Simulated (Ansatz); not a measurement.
**GaP: equation of state with PBE**

**What was measured.**

From “Phosphorous dimerization in GaP at high pressure”, 2017, arxiv:1709.06667, for a bulk crystal of GaP: bulk modulus 87.5 ± 0.6 GPa.

Crystal: GaP.

```xyz
2
Lattice="0.0000 2.7252 2.7252 2.7252 0.0000 2.7252 2.7252 2.7252 0.0000" Properties=species:S:1:pos:R:3 pbc="T T T"
Ga    0.0000    0.0000    0.0000
P     4.0879    4.0879    4.0879
```

```
Program             : Ansatz 0.2.0
Task                : equation of state
Functional          : PBE
Potentials or basis : Ansatz PAW accurate
Cutoff              : 1300 eV
Density cutoff      : 10400 eV
k mesh              : 8 × 8 × 8
Occupations         : fermi-dirac, width 0.05 eV
Spin                : no spin polarisation
```

```
Equilibrium volume                      : 20.86 Å³/atom
Bulk modulus                            : 77 GPa
Pressure derivative of the bulk modulus : 4.5
```

Energy against volume, from the lowest point:
| volume (Å³/atom) | energy (meV/atom) |
| --- | --- |
| 19.026 | 45.38 |
| 19.431 | 26.37 |
| 19.836 | 12.85 |
| 20.240 | 4.28 |
| 20.645 | 0.14 |
| 21.050 | 0.00 |
| 21.455 | 3.44 |

All runs of the series together: 39 s on 2 threads of Arm Neoverse V1, on a shared host.

Against the measured bulk modulus of GaP, 87.5 GPa (“Phosphorous dimerization in GaP at high pressure”, 2017, arxiv:1709.06667), the calculated 77 GPa is off by -12.2 %. The fit is for a static lattice scaled at fixed shape and fixed fractional positions.

PBE usually gives volumes a little too large and moduli too small.
